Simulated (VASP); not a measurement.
Set up this calculation in VASP 6.6.1, as the native input.

```
Task                   : relaxation of cell and atoms
Functional             : PBE
Potentials or basis    : VASP PAW PBE potentials, release 64 (Sb)
Cutoff                 : 300 eV
k mesh                 : 5 × 5 × 5
Occupations            : methfessel-paxton, width 0.1 eV
Spin                   : no spin polarisation
Further INCAR settings : ALGO = Normal; EDIFF = 1e-06; IBRION = 2; EDIFFG = -0.01; NSW = 90; ISIF = 3
```

The structure of Sb lies in POSCAR:

```
Sb
1.0
    2.1542000000      1.2437279499      3.7580000000
   -2.1542000000      1.2437279499      3.7580000000
    0.0000000000     -2.4874558998      3.7580000000
Sb
2
Direct
    0.2334900000      0.2334900000      0.2334900000
    0.7665100000      0.7665100000      0.7665100000
```

These files were run (other wordings do the same):

INCAR

```
SYSTEM = Sb
PREC = Accurate
ENCUT = 300
EDIFF = 1E-6
ISMEAR = 1
SIGMA = 0.1
LREAL = .False.
LASPH = .True.
NELM = 80
ALGO = Normal
ISIF = 3
LWAVE = .False.
LCHARG = .False.
GGA = PE
IBRION = 2
NSW = 90
EDIFFG = -0.01
```

KPOINTS

```
Automatic mesh
0
Gamma
  5 5 5
  0 0 0
```

Potentials or basis: VASP PAW PBE potentials, release 64 (Sb).

Run with:

```bash
$ cat potpaw_PBE.64/Sb/POTCAR > POTCAR
$ mpirun -np 1 vasp_std > vasp.out
```

It gave:

- Relaxed volume: 31.85 Å³/atom
- Relaxed cell: a = 4.572 Å, b = 4.572 Å, c = 4.572 Å, α = 57.52°, β = 57.52°, γ = 57.52°
- Space group after relaxing (to 0.05 Å): R-3m (No. 166)
- Energy gained by relaxing: 13.0 meV/atom
- Ionic steps: 8
- Pressure after relaxing: 0.0 GPa
- Largest force after relaxing: 0.003 eV/Å
- Band gap on the k mesh: 0.39 eV, indirect (least direct gap 0.62 eV)

Caveat: spin-orbit coupling is left out, which moves the levels of the heavy elements; an odd mesh through Γ misses points on the zone boundary, where band edges often lie.

It took 21 s on 1 thread of Intel(R) Xeon(R) Platinum 8375C CPU @ 2.90GHz (Ice Lake) (shared host), peak memory 0.15 GiB.
